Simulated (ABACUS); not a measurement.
**Pd: relaxation of cell and atoms with LDA**

The system is Pd.

```
Pd
1.0
     0.00000    1.94650    1.94650
     1.94650    0.00000    1.94650
     1.94650    1.94650    0.00000
Pd
1
Direct
  0.00000 0.00000 0.00000
```

```
Program                                       : ABACUS 3.10.1
Task                                          : relaxation of cell and atoms
Functional                                    : LDA
Potentials or basis                           : GBRV ultrasoft 1.5 LDA
Cutoff                                        : 544 eV
Density cutoff                                : 4354 eV
Basis                                         : plane waves
k mesh                                        : 10 × 10 × 10
Occupations                                   : fermi-dirac, width 0.05 eV
Spin                                          : no spin polarisation
Radial cutoff of the potentials (pseudo_rcut) : 10 bohr
Max steps of the relaxation                   : 60
Force threshold                               : 0.01 eV/Å
Optimiser                                     : cg
Stress threshold                              : 1 kbar
SCF threshold on the density                  : 1e-08
Max SCF steps                                 : 100
Eigensolver                                   : dav
Mixing                                        : broyden
Mixing share                                  : 0.7
Symmetry key                                  : 1
Bands                                         : 12
```

* Relaxed volume: 14.21 Å³/atom
* Relaxed cell: a = 2.719 Å, b = 2.719 Å, c = 2.719 Å, α = 60.00°, β = 60.00°, γ = 60.00°
* Space group after relaxing (to 0.05 Å): Fm-3m (No. 225)
* Energy gained by relaxing: 13.2 meV/atom
* Ionic steps: 4
* Pressure after relaxing: 0.0 GPa
* Band gap on the k mesh: none (metal or under the smearing width)

The path:
| step | energy change (eV) | largest force (eV/Å) | pressure (GPa) | volume (Å³) |
| --- | --- | --- | --- | --- |
| 1 | 0.0000 | 0.0000 | -7.67 | 14.75 |
| 2 | 0.0415 | 0.0000 | 19.41 | 13.24 |
| 3 | -0.0132 | 0.0000 | -0.31 | 14.23 |
| 4 | -0.0132 | 0.0000 | 0.05 | 14.21 |

Final structure:
```xyz
1
Lattice="0.0000 1.9224 1.9224 1.9224 0.0000 1.9224 1.9224 1.9224 0.0000" Properties=species:S:1:pos:R:3 pbc="T T T"
Pd    0.0000    0.0000    0.0000
```

Levels at points of the mesh, in eV from the Fermi level:
| k point | band 4 | band 5 | band 6 | band 7 | band 8 | band 9 |
| --- | --- | --- | --- | --- | --- | --- |
| (0.00, 0.00, 0.00) | -7.63 | -3.08 | -3.08 | -3.08 | -1.33 | -1.33 |
| (0.50, 0.50, 0.50) | -5.70 | -3.12 | -3.12 | -0.03 | -0.03 | 0.80 |
| (0.50, 0.50, 0.00) | -5.79 | -5.49 | -0.06 | 0.30 | 0.30 | 3.21 |

Wall time 8.1 s on 4 MPI ranks on Intel(R) Xeon(R) 6975P-C (Granite Rapids), with other jobs on the host, peak memory 0.36 GiB a rank.

LDA usually gives volumes a few per cent too small. Zero-point motion and thermal expansion aren't in these numbers.
